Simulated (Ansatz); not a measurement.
Crystal: BAs.

```
CELL_PARAMETERS angstrom
0.00000 2.38850 2.38850
2.38850 0.00000 2.38850
2.38850 2.38850 0.00000
ATOMIC_POSITIONS crystal
As 0.75000 0.75000 0.75000
B 0.00000 0.00000 0.00000
```

| Property | Result |
| --- | --- |
| Program | Ansatz 0.2.0 |
| Task | relaxation of cell and atoms |
| Functional | revPBE |
| Dispersion | D3(BJ) |
| Potentials or basis | all-electron LAPW, scalar-relativistic |
| Basis error allowed | 0.001 eV/atom |
| k mesh | 10 × 10 × 10 |
| Occupations | fermi-dirac, width 0.05 eV |
| Spin | no spin polarisation |

At the start: volume 13.63 Å³/atom.

Question: How do energy, volume and symmetry change on relaxing?

Answer: Over 4 steps the energy falls by 2.9 meV/atom and the volume is 13.32 Å³/atom (-2.2 %); space group F-43m (No. 216, to 0.05 Å).

The path:
```tsv
step	energy change (eV)	largest force (eV/Å)	volume (Å³)
1	0.0000	0.0000	27.25
2	-0.0053	0.0000	26.82
3	-0.0057	0.0000	26.65
4	-0.0057	0.0000	26.65
```

Final structure:
```
As B
1.0
     0.00000    2.37073    2.37073
     2.37073    0.00000    2.37073
     2.37073    2.37073    0.00000
As B
1 1
Direct
  0.75000 0.75000 0.75000
  0.00000 0.00000 0.00000
```
